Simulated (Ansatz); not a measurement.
**Mo: from a first guess to the relaxed diamond type**

First guess:

```xyz
2
Lattice="0.0000 3.1426 3.1426 3.1426 0.0000 3.1426 3.1426 3.1426 0.0000" Properties=species:S:1:pos:R:3 pbc="T T T"
Mo    0.0000    0.0000    0.0000
Mo    1.5713    1.5713    1.5713
```

These are results of Ansatz 0.2.0, DFT, PBE, PAW with Ansatz's default frozen-core files, scalar-relativistic, not measurements.

Cell and atoms relax within the symmetry of the start on a 11×11×11 k mesh with 0.05 eV Fermi–Dirac smearing.

The start is built from a prototype, known or not as a phase of this compound; the cutoff is 420 eV.

What is the pressure of the first guess?

-17.39 GPa.

What does it relax to?

a = 5.688 Å, b = 5.688 Å, c = 5.688 Å, α = 90.00°, β = 90.00°, γ = 90.00° (conventional cell), 23.00 Å³ per atom:
```cif
data_structure
_symmetry_space_group_name_H-M 'Fd-3m:1'
_symmetry_Int_Tables_number 227
_cell_length_a 5.6881
_cell_length_b 5.6881
_cell_length_c 5.6881
_cell_angle_alpha 90.000
_cell_angle_beta 90.000
_cell_angle_gamma 90.000
_cell_volume 184.03
loop_
_atom_site_label
_atom_site_type_symbol
_atom_site_symmetry_multiplicity
_atom_site_Wyckoff_symbol
_atom_site_fract_x
_atom_site_fract_y
_atom_site_fract_z
_atom_site_occupancy
Mo1 Mo 8 b 0.00000 0.00000 0.50000 1
```

How much energy does the relaxation release?

561 meV/atom.
